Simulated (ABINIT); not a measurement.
The system is MgO.

```
Mg O
1.0
     0.00000    2.09700    2.09700
     2.09700    0.00000    2.09700
     2.09700    2.09700    0.00000
Mg O
1 1
Direct
  0.00000 0.00000 0.00000
  0.50000 0.50000 0.50000
```

The cell is a database's computed one.

Program: ABINIT 10.8.3 (patched build). Alike in all runs: task single point; no spin polarisation; cell as given.

Question: Order these runs on this cell by their band gap on the k mesh, lowest first.
A. level r2SCAN; potentials or basis JTH PAW PBE v2.0; k mesh 14 × 14 × 14; cutoff (eV) 762; smearing fermi-dirac 0.05 eV; fine-grid cutoff 1360.57 eV; mesh quality not flagged
B. level HSE06; potentials or basis SPMS NC PBE v1.0; k mesh 8 × 8 × 8; cutoff (eV) 816; smearing fixed; most SCF steps 60; thinning of the exchange mesh (fockdownsampling) 2 × 2 × 2; mesh quality not flagged
C. level LDA; potentials or basis JTH PAW LDA v2.0; k mesh 4 × 4 × 4; cutoff (eV) 626; smearing fermi-dirac 0.05 eV; fine-grid cutoff 1224.51 eV; mesh quality coarse

Answer: C (4.77 eV), A (5.77 eV), B (6.60 eV).

Caveats: some runs use coarse meshes; Libxc's HSE differs a little from that of other programs (some runs).

A k mesh can miss the band edges.

Runs at the PBE level aren't shown here.
